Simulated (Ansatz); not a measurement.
# TiS2: how the settings move a single-point run, part 2 of 2

How sensitive is a single-point run of TiS2 to its settings? A reference run comes first, then six runs with altered input.

Ansatz 0.2.0; reference level DFT, PBEsol, plane waves, PAW. The steps go on from the part before.

**7. Changing settings: occupations.width 0.001**

The input, input.yaml:

```yaml
crystal:
  lattice:
    - [2.9480793109, -1.7054152818, 0.1848650273]
    - [2.9480793109, 1.7054152818, 0.1848650273]
    - [-0.359017277, 0.0, 5.7303380735]
  atoms:
    - { symbol: Ti, position: [0.0, 0.0, 0.0] }
    - { symbol: S, position: [0.666652716, 0.666652716, 0.2447789819] }
    - { symbol: S, position: [0.333347284, 0.333347284, 0.7552210181] }
kpoints:
  mp_grid: { grid: [6, 6, 4] }
hamiltonian:
  xc: pbesol
scf:
  occupations: { method: fermi_dirac, width: 0.001 }
  n_extra_bands: 4
output:
  forces: true
  stress: true
  eigenvalues: true
```

On the command line:

```console
ansatz run input.yaml --threads 4 --pin off --max-ram 3686MiB --backend cpu --events-out ev --progress --plain --runs-dir out
```

Output (excerpt; [...] marks lines left out):

```text
Warning: RAYON_NUM_THREADS=4 ignored (pool sized by the plan → 4); use --threads N
scf.n_extra_bands = 4 over 12 filled bands (N_el = 24.0): the run solves 16 bands
[...]
Pseudopotentials: kind: paw
Pseudopotential: Ti, paw, valence charge 12, recommended cutoff 420 eV (normal), Ti.paw.azcp
Pseudopotential: S, paw, valence charge 6, recommended cutoff 420 eV (normal), S.paw.azcp
Functional definition: PBEsol
[...]
Crystal: 3 atoms, lattice volume = 57.847 Å³
Basis set: ecut = 420 eV, 1123 PW (Γ), exchange–correlation on 48×48×80 points (8 copies of the dense FFT grid, shifted against one another)
Bands: 16, of which v1, the nominal top of the filled ones, is band 12 counted from 1 (11 counted from 0)
Symmetry: 4 space group operations
Space group: C2/m (ITA 12), of the structure as read, at distance tolerance 3.9e-5 Å
k-points: 47 of 144
[...]
SCF iter   8: F=-4247.700675 eV  HF=-4247.700676 eV  |F-HF|=1.07e-8  |Δ(HF+E_count)|=   3.16e-8  Δρ=6.71e-6  dr2=1.88e-8  ethr=1.12e-10  ⟨swp⟩=2.0  Hψ=2625  notcnv=0
[...]
SCF converged after 8 iterations
Free energy (F): -4247.700675 eV
[...]
E sigma→0 (E₀):  -4247.700660 eV
Entropy (-TS):   -0.000031 eV (-0.010 meV/atom)
Fermi energy:    7.604804 eV
[...]
--- Forces (eV/Å), atoms counted from 1 ---
  atom   1  Ti     0.00000000     0.00000000    -0.00000000
  atom   2  S      0.00243413     0.00000000    -0.03924254
  atom   3  S     -0.00243413    -0.00000000     0.03924254
[...]
--- Stress (GPa, compression-positive) ---
       -3.005449       0.000000      -0.136433
        0.000000      -3.011447      -0.000000
       -0.136433      -0.000000      -0.852699
  P = ⅓ Tr σ = -2.2899 GPa (-22.899 kbar)
--- Band table (eV; the first three rows and the last of 47) ---
  k-point 0: bands = ["-49.7684", "-26.1140", "-26.0602", "-26.0602", "-6.1536", "-4.4566", "2.2665", "4.7607", "4.7607", "7.5295", "7.6799", "7.6800", "8.0539", "8.0539", "8.5190", "11.1699"]
[...]
```

Wall time 1.6 s (4 threads of Arm Neoverse N1, shared host); peak memory 0.36 GiB.

Changing the smearing leaves the energy as it was (+0.1 meV/atom).

**8. Changing settings: occupations.width 0.2**

The input, input.yaml:

```yaml
crystal:
  lattice:
    - [2.9480793109, -1.7054152818, 0.1848650273]
    - [2.9480793109, 1.7054152818, 0.1848650273]
    - [-0.359017277, 0.0, 5.7303380735]
  atoms:
    - { symbol: Ti, position: [0.0, 0.0, 0.0] }
    - { symbol: S, position: [0.666652716, 0.666652716, 0.2447789819] }
    - { symbol: S, position: [0.333347284, 0.333347284, 0.7552210181] }
kpoints:
  mp_grid: { grid: [6, 6, 4] }
hamiltonian:
  xc: pbesol
scf:
  occupations: { method: fermi_dirac, width: 0.2 }
  n_extra_bands: 4
output:
  forces: true
  stress: true
  eigenvalues: true
```

On the command line:

```console
ansatz run input.yaml --threads 4 --pin off --max-ram 3686MiB --backend cpu --events-out ev --progress --plain --runs-dir out
```

Output (excerpt; [...] marks lines left out):

```text
Warning: RAYON_NUM_THREADS=4 ignored (pool sized by the plan → 4); use --threads N
scf.n_extra_bands = 4 over 12 filled bands (N_el = 24.0): the run solves 16 bands
[...]
Pseudopotentials: kind: paw
Pseudopotential: Ti, paw, valence charge 12, recommended cutoff 420 eV (normal), Ti.paw.azcp
Pseudopotential: S, paw, valence charge 6, recommended cutoff 420 eV (normal), S.paw.azcp
Functional definition: PBEsol
[...]
Crystal: 3 atoms, lattice volume = 57.847 Å³
Basis set: ecut = 420 eV, 1123 PW (Γ), exchange–correlation on 48×48×80 points (8 copies of the dense FFT grid, shifted against one another)
Bands: 16, of which v1, the nominal top of the filled ones, is band 12 counted from 1 (11 counted from 0)
Symmetry: 4 space group operations
Space group: C2/m (ITA 12), of the structure as read, at distance tolerance 3.9e-5 Å
k-points: 47 of 144
[...]
SCF converged after 7 iterations
Free energy (F): -4247.758527 eV
[...]
E sigma→0 (E₀):  -4247.700218 eV
Entropy (-TS):   -0.116617 eV (-38.872 meV/atom)
Fermi energy:    7.512596 eV
[...]
--- Forces (eV/Å), atoms counted from 1 ---
  atom   1  Ti     0.00000000     0.00000000     0.00000000
  atom   2  S      0.00071429     0.00000000    -0.01048430
  atom   3  S     -0.00071429    -0.00000000     0.01048430
[...]
--- Stress (GPa, compression-positive) ---
       -3.067624       0.000000      -0.142826
        0.000000      -3.076368      -0.000000
       -0.142826      -0.000000      -0.798619
  P = ⅓ Tr σ = -2.3142 GPa (-23.142 kbar)
--- Band table (eV; the first three rows and the last of 47) ---
  k-point 0: bands = ["-49.6891", "-26.0311", "-25.9893", "-25.9893", "-6.1666", "-4.4719", "2.2589", "4.7741", "4.7741", "7.5084", "7.6665", "7.6666", "8.1076", "8.1076", "8.5679", "11.1935"]
[...]
```

It took 1.7 s on 4 threads of Arm Neoverse N1, shared host; peak memory 0.36 GiB.

Changing the smearing moves the energy by +0.2 meV/atom (σ→0 values), and the largest force goes from 0.04 to 0.01 eV/Å.

**9. Changed: n_extra_bands 24**

The input, input.yaml:

```yaml
crystal:
  lattice:
    - [2.9480793109, -1.7054152818, 0.1848650273]
    - [2.9480793109, 1.7054152818, 0.1848650273]
    - [-0.359017277, 0.0, 5.7303380735]
  atoms:
    - { symbol: Ti, position: [0.0, 0.0, 0.0] }
    - { symbol: S, position: [0.666652716, 0.666652716, 0.2447789819] }
    - { symbol: S, position: [0.333347284, 0.333347284, 0.7552210181] }
kpoints:
  mp_grid: { grid: [6, 6, 4] }
hamiltonian:
  xc: pbesol
scf:
  occupations: { method: fermi_dirac, width: 0.02 }
  n_extra_bands: 24
output:
  forces: true
  stress: true
  eigenvalues: true
```

On the command line:

```console
ansatz run input.yaml --threads 4 --pin off --max-ram 3686MiB --backend cpu --events-out ev --progress --plain --runs-dir out
```

Output (excerpt; [...] marks lines left out):

```text
Warning: RAYON_NUM_THREADS=4 ignored (pool sized by the plan → 4); use --threads N
scf.n_extra_bands = 24 over 12 filled bands (N_el = 24.0): the run solves 36 bands
[...]
Pseudopotentials: kind: paw
Pseudopotential: Ti, paw, valence charge 12, recommended cutoff 420 eV (normal), Ti.paw.azcp
Pseudopotential: S, paw, valence charge 6, recommended cutoff 420 eV (normal), S.paw.azcp
Functional definition: PBEsol
[...]
Crystal: 3 atoms, lattice volume = 57.847 Å³
Basis set: ecut = 420 eV, 1123 PW (Γ), exchange–correlation on 48×48×80 points (8 copies of the dense FFT grid, shifted against one another)
Bands: 36, of which v1, the nominal top of the filled ones, is band 12 counted from 1 (11 counted from 0)
Symmetry: 4 space group operations
Space group: C2/m (ITA 12), of the structure as read, at distance tolerance 3.9e-5 Å
k-points: 47 of 144
[...]
SCF iter   1: F=—  HF=-4247.705423 eV  |F-HF|=—  |Δ(HF+E_count)|=         —  Δρ=4.58e-3  dr2=1.24e-2  ethr=1.77e-3  ⟨swp⟩=5.9  Hψ=7991  notcnv=0  defer=435
[...]
SCF iter   8: F=-4247.701341 eV  HF=-4247.701341 eV  |F-HF|=1.14e-9  |Δ(HF+E_count)|=   4.17e-9  Δρ=1.59e-6  dr2=1.80e-9  ethr=1.13e-10  ⟨swp⟩=2.0  Hψ=3421  notcnv=0
[...]
SCF converged after 8 iterations
Free energy (F): -4247.701341 eV
[...]
E sigma→0 (E₀):  -4247.700844 eV
Entropy (-TS):   -0.000994 eV (-0.331 meV/atom)
Fermi energy:    7.622964 eV
[...]
--- Forces (eV/Å), atoms counted from 1 ---
  atom   1  Ti     0.00000000     0.00000000     0.00000000
  atom   2  S      0.00251850     0.00000000    -0.03921741
  atom   3  S     -0.00251850    -0.00000000     0.03921741
[...]
--- Stress (GPa, compression-positive) ---
       -3.005214       0.000000      -0.135806
        0.000000      -3.013507      -0.000000
       -0.135806      -0.000000      -0.848400
  P = ⅓ Tr σ = -2.2890 GPa (-22.890 kbar)
--- Band table (eV; the first three rows and the last of 47) ---
[...]
```

Run time: 2.3 s. Hardware: 4 threads of Arm Neoverse N1, shared host; peak memory 0.39 GiB.

The changed band count doesn't alter the result here (within 0.5 meV/atom).

**10. Comparison**

What follows sums up all 2 parts.

| run | ending | energy change | pressure (GPa) | gap (eV) | force (eV/Å) | cycles | time |
| --- | --- | --- | --- | --- | --- | --- | --- |
| reference | converged | 0 | -2.3 | 0.00 | 0.04 | 7 | 2 s |
| 1: spin_polarized true, initial_magnetization 2.0 | converged | 0.0 meV/atom | -2.3 | 0.00 | 0.04 | 12 | 3.4 s |
| 2: ecutwfc 200 | converged | +2.08 eV/atom | -5.1 | 0.00 | 0.29 | 10 | 0.98 s |
| 3: n_extra_bands 1 | converged | 0.0 meV/atom | -2.3 | 0.00 | 0.04 | 7 | 1.6 s |
| 4: occupations.width 0.001 | converged | +0.1 meV/atom (σ→0) | -2.3 | 0.00 | 0.04 | 8 | 1.6 s |
| 5: occupations.width 0.2 | converged | +0.2 meV/atom (σ→0) | -2.3 | 0.00 | 0.01 | 7 | 1.7 s |
| 6: n_extra_bands 24 | converged | 0.0 meV/atom | -2.3 | 0.00 | 0.04 | 8 | 2.3 s |

Times don't compare one to one where runs were asked for different outputs or read a saved state (see the inputs); cycles may leave out searches for a lower state.

Residual by cycle in the longest SCF loop of each run; runs are numbered as in the table. The quantity is the density residual dr2, in eV.

| cycle | reference | run 1 | run 2 | run 3 | run 4 | run 5 | run 6 |
| --- | --- | --- | --- | --- | --- | --- | --- |
| 1 | 0.0129 | 3.13 | 2.03 | 0.0129 | 0.0129 | 0.0326 | 0.0124 |
| 2 | 0.00706 | 1.58 | 21.8 | 0.00636 | 0.0194 | 0.0293 | 0.0086 |
| 3 | 0.00931 | 0.959 | 0.788 | 0.00661 | 0.032 | 7.8e-4 | 0.0178 |
| 4 | 3.3e-4 | 0.0469 | 0.113 | 8.9e-5 | 0.00267 | 1.5e-4 | 0.00222 |
| 5 | 1.8e-5 | 0.0115 | 0.0315 | 1.3e-5 | 2.4e-4 | 1.5e-5 | 1.4e-4 |
| 6 | 1.1e-7 | 4.9e-4 | 0.00587 | 1.6e-7 | 6.2e-7 | 1.4e-6 | 8.6e-7 |
| 7 | 2.8e-9 | 9.7e-5 | 1.1e-4 | 3.3e-9 | 2.7e-8 | 5.1e-8 | 2.7e-8 |
| 8 | - | 7.6e-5 | 2.8e-5 | - | 1.9e-8 | - | 1.8e-9 |
| 9 | - | 3.4e-5 | 8.9e-7 | - | - | - | - |
| 10 | - | 1.4e-6 | 1.8e-8 | - | - | - | - |
| 11 | - | 7.6e-9 | - | - | - | - | - |
| 12 | - | 1.6e-9 | - | - | - | - | - |

Run 2 ran under the cutoff that the potentials recommend, as the log warns, so basis error is mixed into its values, and swamps them where the cutoff is far short. Of the variants the dearest is «spin_polarized true, initial_magnetization 2.0» (3.4 s), the cheapest «ecutwfc 200» (0.98 s), on a shared host.
